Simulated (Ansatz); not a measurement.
Runs of Ansatz 0.2.0 on HCl. It takes space group Fmmm (No. 69, orthorhombic). The conventional cell has a = 5.030 Å, b = 5.350 Å, c = 5.710 Å, α = 90.00°, β = 90.00°, γ = 90.00°. Cl (site symmetry mmm) has 6 H at 2.52 to 2.85 Å as nearest neighbours. Around H (site symmetry mmm) lie 6 Cl at 2.52 to 2.85 Å. 

```csv
level,cell,target pressure (GPa),gap on the mesh (eV),pressure (GPa),relaxed volume (Å³/atom)
r2SCAN,relaxed to 2 GPa,2,2.64,2.0,-
r2SCAN+D3(BJ)-ATM,relaxed,-,(a),0.0,18.41
r2SCAN,relaxed to 10 GPa,10,(c),10.0,-
r2SCAN+rVV10,relaxed,-,2.95,0.0,17.75
r2SCAN,relaxed to 20 GPa,20,0.54,20.0,-
r2SCAN,relaxed to 30 GPa,30,none,30.0,-
r2SCAN,relaxed,-,3.19,0.0,19.75
r2SCAN+D3(BJ),relaxed,-,(b),0.0,18.24
r2SCAN,relaxed,0,3.19,0.0,19.75
r2SCAN,relaxed to 5 GPa,5,2.09,5.0,-
r2SCAN+D4,relaxed,-,3.08,0.0,18.51
```

Alike in all rows: task relaxation of cell and atoms; potentials or basis Ansatz PAW; no spin polarisation; k mesh 9 × 9 × 9; cutoff (eV) 500; smearing fermi-dirac 0.05 eV.

Fill in the values left out.

(a) 3.07; (b) 3.04; (c) 1.44.

Caveats: the plane-wave basis is chosen anew once the cell has moved, so the energies of steps on either side of that aren't comparable; the PAW data sets come from PBE, with cores solved anew for the run's functional, which leaves a small shift of forces and pressure; odd divisions of the mesh miss points on the zone boundary, where band edges often lie, so the gap on the mesh can be too wide (some runs); the volume moved by over 15 % at a fixed basis, so the end points are rough (some runs); the dispersion damping was fitted for another functional or another form of the correction (some runs).

A k mesh can miss the band edges.

A gap of «none» marks a metal or a gap under the smearing width.
